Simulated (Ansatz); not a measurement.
**SnSe2: straining the crystal, a stretch of c alone**

One table from this session's results is given with a row withheld; the runs are named, their logs left out.

Method: DFT PBEsol, scalar-relativistic, plane waves, PAW, in Ansatz 0.2.0.

2 further runs of the same task are left out: 2 set aside as unsound or not needed.

## The structure to begin with

Symmetry: P-3m1, No. 164, trigonal system. The conventional cell has a = 3.817 Å, b = 3.817 Å, c = 6.155 Å, α = 90.00°, β = 90.00°, γ = 120.00°. Sn (site symmetry -3m) has 6 Se at 2.72 Å as nearest neighbours. Around Se (site symmetry 3m) lie 3 Sn at 2.72 Å.

Coordinates:

```cif
data_structure
_symmetry_space_group_name_H-M 'P-3m1'
_symmetry_Int_Tables_number 164
_cell_length_a 3.8174
_cell_length_b 3.8174
_cell_length_c 6.1547
_cell_angle_alpha 90.000
_cell_angle_beta 90.000
_cell_angle_gamma 120.000
_cell_volume 77.68
loop_
_atom_site_label
_atom_site_type_symbol
_atom_site_symmetry_multiplicity
_atom_site_Wyckoff_symbol
_atom_site_fract_x
_atom_site_fract_y
_atom_site_fract_z
_atom_site_occupancy
Sn1 Sn 1 a 0.00000 0.00000 0.00000 1
Se1 Se 2 d 0.66667 0.33333 0.74217 1
```

It goes back to an entry of the Materials Project.

This cell was relaxed beforehand with the same method: volume 25.89 Å³/atom, gap on the mesh 0.60 eV.

The unstrained cell was computed beforehand with the same settings: E(σ→0) = -16799.2210 eV for 3 atoms, gap 0.46 eV over the zone.

Set-up of the first run:

input.yaml

```yaml
crystal:
  lattice:
    - [3.8174487349, 0.0, 0.0]
    - [-1.9087243674, 3.306007582, 0.0]
    - [0.0, 0.0, 6.0315823286]
  atoms:
    - { symbol: Sn, position: [0.0, 0.0, 0.0] }
    - { symbol: Se, position: [0.6666666667, 0.3333333333, 0.7421700586] }
    - { symbol: Se, position: [0.3333333333, 0.6666666667, 0.2578299414] }
basis:
  ecutwfc: 420
kpoints:
  mp_grid: { grid: [12, 12, 6] }
hamiltonian:
  xc: pbesol
scf:
  occupations: { method: gaussian, width: 0.02 }
output:
  forces: true
  stress: true
  eigenvalues: true
relax:
  adjacent_minimum: "off"
  f_tol: 0.008
  max_steps: 40
```

Launch:

```sh
> ansatz run input.yaml --threads 1 --pin off --max-ram 2560MiB --backend cpu --events-out ev --progress --plain --runs-dir out
```

Among the steps run: Strain -2.0 %; The gap over the whole zone at -2.0 %; At +2.0 %; Band edges over the zone at +2.0 %; The cell strained by -4.0 %; Band edges over the zone at -4.0 %; At +4.0 %; Band edges over the zone at +4.0 %; Strain -6.0 %; The gap over the whole zone at -6.0 %; At +6.0 %; The gap over the whole zone at +6.0 %.

One table of the session follows, with a row left open; its other results are not shown here.

Lengths are those of the vectors of the cell that was run; stresses in GPa:

| strain (%) | ΔE (meV/atom) | c (Å) |
| --- | --- | --- |
| -6.0 | 7.8 | 5.785 |
| -4.0 | 3.1 | 5.908 |
| -2.0 | 0.7 | 6.032 |
| +0.0 | 0.0 | 6.155 |
| +2.0 | 0.5 | 6.278 |
| +4.0 | ? | ? |
| +6.0 | 3.4 | 6.524 |

**Question.** Estimate the row for strain (%) = +4.0.

Worked estimate for «ΔE (meV/atom)». A straight line through the neighbours (2.0, 0.5) and (6.0, 3.4) gives 0.5 + (3.4 − 0.5) × (4.0 − 2.0) / (6.0 − 2.0) = 1.9; a parabola fitted to 3 rows on both sides gives 1.6.

**Answer.** ΔE (meV/atom): 1.7; c (Å): 6.401. In «ΔE (meV/atom)» the line misses by +0.2 and the parabola by -0.1.

ΔE is over the unstrained cell. Stress in GPa, positive in compression, on the Cartesian axes of the input.

Limits of these values: Layers here are held mostly by dispersion, which this level lacks, so their spacing and the stiffness across them are unreliable there. Warnings in the runs' records: stress scf threshold loose.
